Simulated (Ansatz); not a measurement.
Space group P6/mmm (No. 191). a = 3.171 Å, b = 3.171 Å, c = 3.542 Å, α = 90.00°, β = 90.00°, γ = 120.00°
```csv
atom,site,symmetry,x,y,z
Zr,1a,6/mmm,0.0000,0.0000,0.0000
B,2d,-6m2,0.3333,0.6667,0.5000
```

Equation of state of this ZrB2 structure (not necessarily the ground state), with shape and atoms relaxed at each volume where symmetry leaves them free. It has no gap at any of these volumes. Method: DFT PBE, scalar-relativistic, plane waves, PAW (Ansatz).

Settings: cutoff 420 eV, Γ-centred mesh 18×18×12 on the computed 3-atom cell, Gaussian smearing of 0.10 eV; no spin polarisation.

```json
{"V (Å³/atom)": "9.049", "E − E(largest V) (meV/atom)": "69.99", "P (GPa)": "39.04"}
{"V (Å³/atom)": "9.358", "E − E(largest V) (meV/atom)": "6.72", "P (GPa)": "26.98"}
{"V (Å³/atom)": "9.666", "E − E(largest V) (meV/atom)": "-34.98", "P (GPa)": "16.60"}
{"V (Å³/atom)": "9.975", "E − E(largest V) (meV/atom)": "-58.13", "P (GPa)": "7.67"}
{"V (Å³/atom)": "10.283", "E − E(largest V) (meV/atom)": "-65.31", "P (GPa)": "-0.02"}
{"V (Å³/atom)": "10.592", "E − E(largest V) (meV/atom)": "-58.72", "P (GPa)": "-6.65"}
{"V (Å³/atom)": "10.900", "E − E(largest V) (meV/atom)": "-40.27", "P (GPa)": "-12.37"}
{"V (Å³/atom)": "11.312", "E − E(largest V) (meV/atom)": "0.00", "P (GPa)": "-18.78"}
```

Fit a third-order Birch–Murnaghan equation to E(V).

V0 = 10.28 Å³/atom, B0 = 238 GPa, B0' = 3.9.